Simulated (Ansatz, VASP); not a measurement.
**Si: VASP beside Ansatz**

File INCAR:

```
  PREC = Accurate
  ENCUT = 520
  EDIFF = 1E-6
  ISMEAR = -1
  SIGMA = 0.05
  LREAL = False
  LASPH = True
  NELM = 60
  ALGO = Normal
  ISIF = 2
  LWAVE = False
  LCHARG = False
  GGA = PS
  NBANDS = 11
```

KPOINTS

```
Automatic mesh
0
Gamma
  6 6 6
```

Contents of POSCAR:

```
Si
1.0
    0.0000000000      2.7218511865      2.7218511865
    2.7218511865      0.0000000000      2.7218511865
    2.7218511865      2.7218511865      0.0000000000
Si
2
Direct
    0.5000000000      0.5000000000      0.5000000000
    0.7500000000      0.7500000000      0.7500000000
```

File input.yaml:

```yaml
crystal:
  lattice:
    - [0.0, 2.7218511865, 2.7218511865]
    - [2.7218511865, 0.0, 2.7218511865]
    - [2.7218511865, 2.7218511865, 0.0]
  atoms:
    - { symbol: Si, position: [0.5, 0.5, 0.5] }
    - { symbol: Si, position: [0.75, 0.75, 0.75] }
kpoints:
  mp_grid: { grid: [6, 6, 6] }
scf:
  occupations: { method: fermi_dirac, width: 0.05 }
hamiltonian:
  xc: pbesol
  pseudopotentials: { kind: all_electron, datasets: crystal }
output:
  forces: true
  stress: true
  eigenvalues: true
  elf: true
  volumetric_format: npy
```

Alike in both runs: task single point; functional PBEsol; k mesh 6 × 6 × 6; occupations fermi-dirac, width 0.05 eV; no spin polarisation.

|  | VASP | Ansatz |
| --- | --- | --- |
| version | VASP 6.6.1 | Ansatz 0.2.0 |
| potentials or method | VASP PAW PBE potentials, release 64 (Si) | all-electron PAW datasets made for the crystal |
| plane-wave cutoff (eV) | 520 | see its input |

Ansatz gave:

| Property | Result |
| --- | --- |
| gap on the k mesh at the Fermi level (eV) | 0.61 |
| least direct gap on the mesh (eV) | 2.52 |
| pressure (GPa) | -0.5 |

**Question.** Which values does VASP return?

**Answer.** gap on the k mesh at the Fermi level (eV): 0.60; least direct gap on the mesh (eV): 2.51; pressure (GPa): -0.3.

Ansatz ran all-electron here, so the differences hold the error of VASP's frozen core and of both bases.

Caveats: the PAW data sets were made with another functional, which shifts forces and pressure a little (VASP). A k mesh can miss the band edges. A hybrid or GW would open this gap; PBEsol tends to underestimate it.
